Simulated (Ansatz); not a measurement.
Starting structure of a cell relaxation (symmetry kept):

```yaml
crystal:
  lattice:
    - [3.77700, 0.00000, 0.00000]
    - [-1.88850, 3.27098, 0.00000]
    - [0.00000, 0.00000, 6.49800]
  atoms:
    - { symbol: Ti, position: [0.00000, 0.00000, 0.00000] }
    - { symbol: Te, position: [0.66667, 0.33333, 0.26280] }
    - { symbol: Te, position: [0.33333, 0.66667, 0.73720] }
```

All numbers below come from Ansatz 0.2.0, DFT PBE, scalar-relativistic, plane waves, PAW.

Cutoff 420 eV; k points 12×12×8 on the computed 3-atom cell (Γ-centred); Gaussian smearing, width 0.10 eV; no spin polarisation.

Q: What does it relax to?

A: The volume increases by 1.53 Å³/atom to 28.29 Å³/atom, and the energy falls by 5.6 meV/atom. Final structure:
```
Ti Te
1.0
     3.76903    0.00000    0.00000
    -1.88451    3.26407    0.00000
     0.00000    0.00000    6.89812
Ti Te
1 2
Cartesian
  0.0000 0.0000 0.0000
  1.8845 1.0880 1.7304
  0.0000 2.1760 5.1677
```